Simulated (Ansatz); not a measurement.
Calculated quadrupolar parameters for ZnCu2SnS4

The cell is a refined structure from the COD, taken as it stands.

Space group I-4 (No. 82); a = 5.4342, c = 10.8496 Å.

```csv
site,Wyckoff,site symmetry,x,y,z
Zn,2d,-4..,0.5000,0.0000,0.2500
Cu2,2a,-4..,0.0000,0.0000,0.0000
Cu3,2c,-4..,0.0000,0.5000,0.2500
Sn,2b,-4..,0.0000,0.0000,0.5000
S,8g,1,0.7562,0.2434,0.1282
```

One atom of each set is listed; the run and its k-mesh use a cell of 8 atoms with edges of 6.65, 6.65, 6.65 Å.

Method: Kohn–Sham DFT in Ansatz, PBE, plane waves and PAW, scalar-relativistic, 420 eV cutoff, Γ-centred 7×7×7 k-points, Fermi–Dirac smearing 0.02 eV.

C_Q = eQV_zz/h, which is 24.18 MHz for Q = 1 b and V_zz = 10²¹ V/m²; η = (V_xx − V_yy)/V_zz.

⁶⁷Zn: I = 5/2, Q = 122.0 mb; 65Cu: I = 3/2, Q = -204.0 mb; 33S: I = 3/2, Q = -69.40 mb. Quadrupole moments are those of Pyykkö's year-2017 table.

```
site  atoms                                     first shell  V_zz (10²¹ V/m²)     η  C_Q (MHz)
  Zn      1                                   4 S at 2.33 Å             -0.43  0.00      -1.28
 Cu2      1                                   4 S at 2.33 Å              1.57  0.00      -7.76
 Cu3      1                                   4 S at 2.33 Å             -0.49  0.00       2.41
  Sn      1                                   4 S at 2.41 Å             -0.82  0.00          –
   S      4  1 Zn at 2.33 Å, 2 Cu at 2.33 Å, 1 Sn at 2.41 Å             10.20  0.31      -17.1
```

An axis of threefold or higher order runs through Zn, Cu2, Cu3 and Sn, so V_zz lies along it and η is zero.

Sn has no stable isotope with a ground-state quadrupole moment in the table, so no C_Q is given.

The largest force is 0.6 eV/Å, so the atoms aren't at the calculated equilibrium and relaxing them would move these values. Without spin–orbit coupling (the program notes it for Sn) the gradients can shift somewhat, as the gap is small. With a gap of 0.3 eV on this mesh, small gradients can still move by 0.1 × 10²¹ V/m² or more as the k-mesh gets denser.
